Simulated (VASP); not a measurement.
# MoSe2 (P6_3/mmc) in VASP: further runs, part 2 of 2

VASP 6.6.1. The steps go on from the part before.

## (3) Relaxation of cell and atoms, PBEsol

This run uses another cell than the first one, of 20.34 Å³/atom, 1.010 times its volume.

File INCAR:

```
PREC = Accurate ; ENCUT = 600
EDIFF = 1E-7 ; ISMEAR = 0
SIGMA = 0.03 ; LREAL = F
LASPH = T ; NELM = 80
ALGO = Normal ; ISIF = 3
LWAVE = F ; LCHARG = F
GGA = PS ; IBRION = 2
NSW = 90 ; EDIFFG = -0.005
KPAR = 2
```

File KPOINTS:

```
Automatic mesh
0
Gamma
  9 9 2
```

File POSCAR:

```
MoSe2                                   
1.0
    3.2716479420     -0.0000000000      0.0000000000
   -1.6358239710      2.8333302299     -0.0000000000
   -0.0000000000     -0.0000000000     13.1641254949
  Mo              Se            
     2     4
Direct
     0.3333333332999970    0.6666666667000030    0.2500000000000000
     0.6666666667000030    0.3333333332999970    0.7500000000000000
     0.3333333332999970    0.6666666667000030    0.6234345224521666
     0.6666666667000030    0.3333333332999970    0.1234345224521665
     0.3333333332999970    0.6666666667000030    0.8765654775478334
     0.6666666667000030    0.3333333332999970    0.3765654775478335
```

Potentials or basis: VASP PAW PBE potentials, release 64 (Mo_sv, Se).

The run is started by

```sh
cat potpaw_PBE.64/Mo_sv/POTCAR potpaw_PBE.64/Se/POTCAR > POTCAR
mpirun -np 2 vasp_std > vasp.out
```

OUTCAR:

```text
PREC = Accurate
   ENCUT = 600
   EDIFF = 1E-7
   ISMEAR = 0
   LREAL = F
   LASPH = T
   NELM = 80
   ISIF = 3
   GGA = PS
   IBRION = 2
   NSW = 90
   EDIFFG = -0.005

 ion  position               nearest neighbor table
   1  0.333  0.667  0.250-   4 2.52   6 2.52   4 2.52   6 2.52   4 2.52   6 2.52
   2  0.667  0.333  0.750-   3 2.52   5 2.52   3 2.52   5 2.52   3 2.52   5 2.52
   3  0.333  0.667  0.623-   2 2.52   2 2.52   2 2.52
   4  0.667  0.333  0.123-   1 2.52   1 2.52   1 2.52
   5  0.333  0.667  0.877-   2 2.52   2 2.52   2 2.52
   6  0.667  0.333  0.377-   1 2.52   1 2.52   1 2.52

  LATTYP: Found a hexagonal cell.
 ALAT       =     3.2716479420
 C/A-ratio  =     4.0236986767

  Lattice vectors:

[... 196 lines left out ...]
  --------------------------------------------------------------------------------------
  -------------------------------------------------------------------------------------
  Total       -0.0315627     -0.0315627     -0.0418927      0.0000000      0.0000000     -0.0000000
  in kB       -0.4144092     -0.4144092     -0.5500392      0.0000000      0.0000000     -0.0000000
  external PRESSURE =      -0.4596192 kB  Pullay stress =       0.0000000 kB
[... 227 lines left out ...]
--------------------------------------- Ionic step        7  -------------------------------------------

 number of electron      51.9999997 magnetization

 Free energy of the ion-electron system (eV)
  ---------------------------------------------------
  ext. energy  EPLUGINS =         0.00000000
  ---------------------------------------------------
  free energy    TOTEN  =       -43.26357869 eV

  energy without entropy =      -43.26357869  energy(sigma->0) =      -43.26357869

 E-fermi :   6.3149     XC(G=0): -10.7862

 val. band max:        6.1641145048   @ k =   0.0000   0.0000   0.0000
 cond. band min:       7.1564191301   @ k =   0.2222   0.1111   0.0000
 fundamental gap:      0.9923046253
 Fermi energy:         6.3149432991

 k-point     1 :       0.0000    0.0000    0.0000
  band No.  band energies     occupation
      1     -54.8258      2.00000
      2     -54.8258      2.00000
      3     -29.0381      2.00000
      4     -29.0380      2.00000
      5     -28.8242      2.00000
      6     -28.8242      2.00000
[... 838 lines left out ...]
  FREE ENERGIE OF THE ION-ELECTRON SYSTEM (eV)
  ---------------------------------------------------
  free  energy   TOTEN  =       -43.2635786925 eV

  energy  without entropy=      -43.2635786925  energy(sigma->0) =      -43.26357869

 reached required accuracy - stopping structural energy minimisation
```

It took 2.6 min on 2 MPI ranks of Intel Xeon 6975P-C (Granite Rapids), shared host; peak memory 0.33 GiB.

Results:

| Item | Value |
| --- | --- |
| Free energy | -43.2636 eV |
| Relaxed volume | 20.29 Å³/atom |
| Relaxed cell | a = 3.271 Å, b = 3.271 Å, c = 13.140 Å, α = 90.00°, β = 90.00°, γ = 120.00° |
| Space group after relaxing (to 0.05 Å) | P6_3/mmc (No. 194) |
| Energy gained by relaxing | 0.0 meV/atom |
| Ionic steps | 7 |
| Pressure after relaxing | 0.0 GPa |
| Largest force after relaxing | 0.003 eV/Å |
| Band gap on the k mesh | 0.99 eV, indirect (least direct gap 1.49 eV) |

Forces on the atoms (eV/Å):
```
Mo   0.000  0.000  0.000
Mo   0.000  0.000  0.000
Se   0.000  0.000 -0.003
Se   0.000  0.000 -0.003
Se   0.000  0.000  0.003
Se   0.000  0.000  0.003
```

Final structure:
```xyz
6
Lattice="3.2709 0.0000 0.0000 -1.6354 2.8327 0.0000 0.0000 0.0000 13.1399" Properties=species:S:1:pos:R:3 pbc="T T T"
Mo    0.0000    1.8884    3.2850
Mo    1.6354    0.9442    9.8549
Se    0.0000    1.8884    8.1885
Se    1.6354    0.9442    1.6186
Se    0.0000    1.8884   11.5213
Se    1.6354    0.9442    4.9514
```

Caveat: the PAW data sets were made with another functional, which shifts forces and pressure a little; an odd mesh through Γ misses points on the zone boundary, where band edges often lie; this functional lacks dispersion, which binds the layers, so the pressure and a relaxed spacing across them are unreliable.

## (4) Relaxation of cell and atoms, PBE+D3(BJ)

File INCAR:

```
  PREC = Accurate
  ENCUT = 600
  EDIFF = 1E-6
  ISMEAR = 0
  SIGMA = 0.03
  LREAL = F
  LASPH = T
  NELM = 80
  ALGO = Normal
  ISIF = 3
  LWAVE = F
  LCHARG = F
  GGA = PE
  IVDW = 12
  IBRION = 2
  NSW = 90
  EDIFFG = -0.01
  KPAR = 4
```

KPOINTS is that of step 3.

File POSCAR:

```
MoSe2
1.0
    3.2880000000      0.0000000000      0.0000000000
   -1.6440000000      2.8474915276      0.0000000000
    0.0000000000      0.0000000000     12.9000000000
Mo Se
2 4
Direct
    0.3333333333      0.6666666667      0.2500000000
    0.6666666667      0.3333333333      0.7500000000
    0.3333333333      0.6666666667      0.6250000000
    0.6666666667      0.3333333333      0.1250000000
    0.3333333333      0.6666666667      0.8750000000
    0.6666666667      0.3333333333      0.3750000000
```

The run is started by

```sh
cat potpaw_PBE.64/Mo_sv/POTCAR potpaw_PBE.64/Se/POTCAR > POTCAR
mpirun -np 4 vasp_std > vasp.out
```

Wall time 2.8 min (4 MPI ranks of Intel Xeon 6975P-C (Granite Rapids), shared host); peak memory 0.35 GiB.

The run converged. Its results:

| Property | Result |
| --- | --- |
| Free energy | -42.6852 eV |
| Relaxed volume | 19.74 Å³/atom |
| Relaxed cell | a = 3.279 Å, b = 3.279 Å, c = 12.725 Å, α = 90.00°, β = 90.00°, γ = 120.00° |
| Space group after relaxing (to 0.05 Å) | P6_3/mmc (No. 194) |
| Energy gained by relaxing | 24.1 meV/atom |
| Ionic steps | 14 |
| Pressure after relaxing | 0.0 GPa |
| Band gap on the k mesh | 0.84 eV, indirect (least direct gap 1.46 eV) |
| Dispersion energy per atom | -0.479 eV |

Step by step:
```
step  energy change (eV)  largest force (eV/Å)  pressure (GPa)  volume (Å³)
   1              0.0000                1.1441            4.52       120.78
   2              0.2308                1.2853           -9.26       130.92
   3             -0.1073                0.1481           -1.23       124.27
   4             -0.1075                0.1809           -1.04       124.14
   5             -0.1225                0.1168           -0.28       122.48
   6             -0.1232                0.0997           -0.06       122.02
   7             -0.1275                0.0908           -0.06       121.61
   8             -0.1379                0.0632           -0.04       120.35
   9             -0.1435                0.0013            0.20       117.83
  10             -0.1443                0.0241            0.12       118.56
  11             -0.1444                0.0212            0.12       118.46
  12             -0.1443                0.0191            0.13       118.39
  13             -0.1425                0.1161           -0.76       118.94
  14             -0.1444                0.0004            0.01       118.46
```

Final structure:
```
Mo Se
1.0
     3.27866    0.00000    0.00000
    -1.63933    2.83941    0.00000
     0.00000    0.00000   12.72501
Mo Se
2 4
Direct
  0.33333 0.66667 0.25000
  0.66667 0.33333 0.75000
  0.33333 0.66667 0.61833
  0.66667 0.33333 0.11833
  0.33333 0.66667 0.88167
  0.66667 0.33333 0.38167
```

Levels at points of the mesh, in eV from the valence-band top:
| k point | band 22 | band 23 | band 24 | band 25 | band 26 | band 27 | band 28 | band 29 | band 30 | band 31 |
| --- | --- | --- | --- | --- | --- | --- | --- | --- | --- | --- |
| (0.00, 0.00, 0.00) | -1.48 | -1.48 | -1.19 | -0.67 | 0.00 | 2.46 | 2.46 | 2.54 | 2.54 | 2.60 |
| (0.00, 0.00, 0.50) | -1.51 | -1.51 | -1.51 | -0.16 | -0.16 | 2.47 | 2.47 | 2.47 | 2.47 | 2.75 |

Caveat: an odd mesh through Γ misses points on the zone boundary, where band edges often lie.

## (5) Relaxation of cell and atoms, PBE+D3(BJ)

This run uses another cell than the first one, of 19.74 Å³/atom, 0.981 times its volume.

Edit INCAR of step 4 so:

```diff
@@ -2,3 +2,3 @@
   ENCUT = 600
-  EDIFF = 1E-6
+  EDIFF = 1E-7
   ISMEAR = 0
@@ -16,3 +16,3 @@
   NSW = 90
-  EDIFFG = -0.01
+  EDIFFG = -0.005
   KPAR = 4
```

KPOINTS is that of step 4.

File POSCAR:

```
MoSe2                                   
1.0
    3.2786626285     -0.0000000000     -0.0000000000
   -1.6393313142      2.8394051267      0.0000000000
   -0.0000000000     -0.0000000000     12.7250115930
  Mo              Se            
     2     4
Direct
     0.3333333332999970    0.6666666667000030    0.2500000000000000
     0.6666666667000030    0.3333333332999970    0.7500000000000000
     0.3333333332999970    0.6666666667000030    0.6183309793776686
     0.6666666667000030    0.3333333332999970    0.1183309793776689
     0.3333333332999970    0.6666666667000030    0.8816690206223313
     0.6666666667000030    0.3333333332999970    0.3816690206223311
```

The run is started by

```sh
cat potpaw_PBE.64/Mo_sv/POTCAR potpaw_PBE.64/Se/POTCAR > POTCAR
mpirun -np 4 vasp_std > vasp.out
```

Wall time 19 s (4 MPI ranks of Intel Xeon 6975P-C (Granite Rapids), shared host); peak memory 0.32 GiB.

The run converged. Its results:

```yaml
Free_energy: -42.6844 eV
Pressure_after_relaxing: 0.0 GPa
Band_gap_on_the_k_mesh: 0.84 eV, indirect (least direct gap 1.46 eV)
Dispersion_energy_per_atom: -0.479 eV
```

Final structure:
```
Mo Se
1.0
     3.27866    0.00000    0.00000
    -1.63933    2.83941    0.00000
     0.00000    0.00000   12.72501
Mo Se
2 4
Direct
  0.33333 0.66667 0.25000
  0.66667 0.33333 0.75000
  0.33333 0.66667 0.61833
  0.66667 0.33333 0.11833
  0.33333 0.66667 0.88167
  0.66667 0.33333 0.38167
```

Levels at points of the mesh, in eV from the valence-band top:
```tsv
k point	band 24	band 25	band 26	band 27	band 28	band 29
(0.00, 0.00, 0.00)	-1.19	-0.67	0.00	2.46	2.47	2.54
(0.00, 0.00, 0.50)	-1.51	-0.16	-0.16	2.47	2.47	2.47
```

Caveat: the relaxation stopped at its first step, so nothing moved; an odd mesh through Γ misses points on the zone boundary, where band edges often lie.
